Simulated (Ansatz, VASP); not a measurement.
This is a calculation of Os for VASP 6.6.1.

The input INCAR:

```
ALGO = Normal ; EDIFF = 1E-6
ENCUT = 520 ; GGA = PE
ISIF = 2 ; ISMEAR = 0
LASPH = T ; LCHARG = T
LELF = T ; LREAL = F
LVHAR = T ; LWAVE = F
NELM = 80 ; PREC = Accurate
SIGMA = 0.020999999999999998
```

The input KPOINTS:

```
k-points
0
Gamma
  11 11 6
```

Contents of POSCAR:

```
Os
1.0
    2.7341000000      0.0000000000      0.0000000000
   -1.3670500000      2.3678000565      0.0000000000
    0.0000000000      0.0000000000      4.3197000000
Os
2
Direct
    0.6666666667      0.3333333333      0.7500000000
    0.3333333333      0.6666666667      0.2500000000
```

Potentials or basis: VASP PAW PBE potentials, release 64 (Os).

Run with:

```console
$ cat potpaw_PBE.64/Os/POTCAR > POTCAR
$ mpirun -np 1 vasp_std > vasp.out
```

Task: Set up the same calculation for Ansatz 0.2.0. Potentials there: Ansatz PAW.

Result: As run (the cutoff follows the program's own potentials):

File input.yaml:

```yaml
crystal:
  lattice:
    - [2.7341, 0.0, 0.0]
    - [-1.36705, 2.3678000565, 0.0]
    - [0.0, 0.0, 4.3197]
  atoms:
    - { symbol: Os, position: [0.6666666667, 0.3333333333, 0.75] }
    - { symbol: Os, position: [0.3333333333, 0.6666666667, 0.25] }
hamiltonian:
  xc: pbe
  pseudopotentials: { kind: paw }
kpoints:
  mp_grid: { grid: [11, 11, 6] }
scf:
  occupations: { method: gaussian, width: 0.021 }
output:
  forces: true
  stress: true
  eigenvalues: true
```

Potentials or basis: Ansatz PAW.

Launch:

```console
$ ansatz run input.yaml --threads 2 --pin off --max-ram 5632MiB --backend cpu --events-out ev --progress --plain --runs-dir out
```

Both were run:

|  | VASP | Ansatz | Ansatz less VASP |
| --- | --- | --- | --- |
| gap on the k mesh at the Fermi level (eV) | none | none | - |
| pressure (GPa) | 8.8 | 8.8 | -0.03 |
| largest component of the traceless stress (GPa) | 0.19 | 0.25 | +0.056 |

A gap of «none» marks a metal or a gap that the smearing closes. The functional is the same, so the differences come from potentials, cutoffs and numerics. The two sets of potentials don't hold the same shells in valence.

The runs have no spin-orbit coupling, so splittings on Os are missing.
